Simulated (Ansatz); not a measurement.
Start from AlSb in the zinc blende structure (space group F-43m, No. 216; a = 6.1570 Å).

Method: PBEsol (Ansatz, an electronic-structure program; PAW; 420 eV plane waves; scalar-relativistic without spin-orbit coupling).

One change was made to it. Results:

```csv
quantity,base,after
volume per atom,29.18 Å³,29.02 Å³
"hole mass (degenerate bands, along [100])","0.086, 0.35, 0.35 mₑ (at Γ)","0.088, 0.35, 0.35 mₑ (at Γ)"
"valley order (the lowest conduction-band minima on the path, energy above the VBM, named in the base's zone)","a point along ⟨100⟩, about 0.9 Å⁻¹ from Γ 1.14 eV; L along ⟨111⟩ 1.28 eV; Γ 1.47 eV","a point along ⟨100⟩, about 0.9 Å⁻¹ from Γ 1.13 eV; L along ⟨111⟩ 1.29 eV; Γ 1.51 eV"
```

Question: Which change produced these results?
(A) pressure −1 GPa
(B) pressure 5 GPa
(C) pressure 0.3 GPa
(D) pressure 7.5 GPa
(E) pressure 1.5 GPa

Answer: C, pressure 0.3 GPa. For comparison, the valley order in the other runs: pressure 1.5 GPa gives a point along ⟨100⟩, about 0.9 Å⁻¹ from Γ 1.10 eV; L along ⟨111⟩ 1.35 eV; Γ 1.67 eV; pressure 7.5 GPa gives X along ⟨100⟩ 0.93 eV; L along ⟨111⟩ 1.60 eV; Γ 2.35 eV; pressure 5 GPa gives X along ⟨100⟩ 1.00 eV; L along ⟨111⟩ 1.50 eV; Γ 2.09 eV; pressure −1 GPa gives a point along ⟨100⟩, about 0.9 Å⁻¹ from Γ 1.17 eV; L along ⟨111⟩ 1.22 eV; Γ 1.32 eV.

With Sb present, leaving out spin-orbit coupling can change the band edges. The levels and masses belong to the bands next to the band gap. Load acts through the strain it causes; cell and atoms are relaxed under it. Masses are band curvatures over ±0.01 Å⁻¹ around the edge. Stability against distortions was not tested. Tetrahedral semiconductors of this kind turn to denser phases somewhere between about 1 and 50 GPa; those were not computed, so compressed cells here can lie past the real transition.
